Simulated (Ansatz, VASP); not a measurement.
PbF2 in VASP and in Ansatz

```
CELL_PARAMETERS angstrom
0.00000 2.98119 2.98119
2.98119 0.00000 2.98119
2.98119 2.98119 0.00000
ATOMIC_POSITIONS crystal
Pb 0.00000 0.00000 0.00000
F 0.25000 0.25000 0.25000
F 0.75000 0.75000 0.75000
```

Alike in both runs: functional PBE; dispersion D3(BJ); k mesh 8 × 8 × 8; no spin polarisation.

Ansatz relaxed the structure, and its values are those at the end. VASP's run is a single point on that final structure, the one shown.

|  | VASP | Ansatz |
| --- | --- | --- |
| version | VASP 6.6.1 | Ansatz 0.2.0 |
| potentials or method | VASP PAW PBE potentials, release 64 (Pb_d, F) | scalar-relativistic, plane waves, PAW |
| plane-wave cutoff (eV) | 520 | 420 |
| occupations | gaussian, width 0.01 eV | fixed |
| valence electrons in the cell | 28 | 28 |

|  | VASP | Ansatz | Ansatz less VASP |
| --- | --- | --- | --- |
| gap on the k mesh at the Fermi level (eV) | 4.42 | 4.42 | +0.004 |
| least direct gap on the mesh (eV) | 4.56 | 4.57 | +0.002 |
| pressure (GPa) | -0.2 | 0.0 | +0.20 |

Ansatz warned: «relaxed_geometry_near_dispersion_switch».

Caveats: spin-orbit coupling is left out, which as a rule narrows the gap of such compounds by several tenths of an eV. A k mesh can miss the band edges.
